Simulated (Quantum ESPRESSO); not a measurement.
Ir: equation of state with PBE

Crystal: Ir.

```
Ir
1.0
     0.00000    1.91560    1.91560
     1.91560    0.00000    1.91560
     1.91560    1.91560    0.00000
Ir
1
Direct
  0.00000 0.00000 0.00000
```

```
Program             : Quantum ESPRESSO 7.5
Task                : equation of state
Functional          : PBE
Potentials or basis : SSSP 1.3 efficiency PBE
Cutoff              : 748 eV
Density cutoff      : 5987 eV
k mesh              : 12 × 12 × 12
Occupations         : fermi-dirac, width 0.05 eV
Spin                : no spin polarisation
```

The equilibrium volume is 14.49 Å³/atom and the bulk modulus is 348 GPa. The pressure derivative of the bulk modulus is 5.1.

Energy against volume, from the lowest point:
| volume (Å³/atom) | energy (meV/atom) |
| --- | --- |
| 13.215 | 144.77 |
| 13.496 | 83.56 |
| 13.778 | 40.47 |
| 14.059 | 13.21 |
| 14.340 | 0.38 |
| 14.621 | 0.00 |
| 14.902 | 10.93 |

All runs of the series together: 90 s on 1 thread of Intel(R) Xeon(R) Platinum 8375C CPU @ 2.90GHz (Ice Lake), with other jobs on the host.

The run has no spin-orbit coupling, so splittings on Ir are missing. Zero-point motion and thermal expansion aren't in these numbers.
